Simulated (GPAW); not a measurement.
**Fitting the PBEsol+D3(BJ) energy curve of Pt**

```yaml
crystal:
  lattice:
    - [2.77313, 0.00000, 0.00000]
    - [1.38657, 2.40160, 0.00000]
    - [1.38657, 0.80053, 2.26425]
  atoms:
    - { symbol: Pt, position: [0.00000, 0.00000, 0.00000] }
```

The cell was scaled at fixed shape and fractions and run with GPAW, PAW data sets generated for this functional, cutoff 600 eV; PBEsol+D3(BJ), k mesh 9 × 9 × 9 on the cell of 1 atom, fermi-dirac occupations of 0.05 eV, no spin polarisation, no spin-orbit coupling. Energies are those that the program minimises, any entropy of the smearing included. For a metal such a mesh isn't converged to the digits shown.

```tsv
V (Å³/atom)	energy over the lowest row (meV/atom)
14.1750	11.35
14.4766	0.00
14.7782	1.49
15.0798	14.21
15.3814	?
15.6830	68.03
15.9846	106.83
```

Problem. Fit the third-order Birch-Murnaghan form, give V0, B0 and B′, and predict the energy left open.

Solution. With y = (V0/V)^(2/3), E = E0 + (9 V0 B0/16) [(y - 1)³ B′ + (y - 1)² (6 - 4y)]. Least squares through the rows shown give V0 = 14.5889 Å³/atom, E0 = -0.85 meV, B0 = 313.3 GPa (1 eV/Å³ = 160.218 GPa) and B′ = 5.33, with a largest miss of 0.02 meV. At V = 15.3814 the form with these constants gives 36.80 meV; the run gave 36.81 meV an atom. Measured volume: 15.09 Å³/atom (arxiv:2412.16732), so the fit lies -3.3 % from it. The runs are for a static lattice.

The fit describes a lattice that is too compact and also stiffer than real platinum, two errors that belong together, since the bulk modulus of a metal rises steeply as its volume shrinks. The likely cause is overbinding by the dispersion term: PBEsol alone already gives good volumes for the late 5d metals, and a pairwise attraction added to it pulls the atoms closer, probably counting part of the cohesion twice and neglecting much of the metallic screening. The high stiffness itself is genuine platinum chemistry, as overlap of the extended 5d orbitals, together with the sp electrons, resists a change of volume. B′ is positive because repulsion between the atoms grows quickly on compression, while the bonding weakens on expansion.

The close prediction of the open energy shows that the curve is smooth and well interpolated, not that the functional is accurate. Only two of the fitted volumes lie below V0, so B′ rests mostly on the expanded side and is a weak guide to behaviour under strong compression.
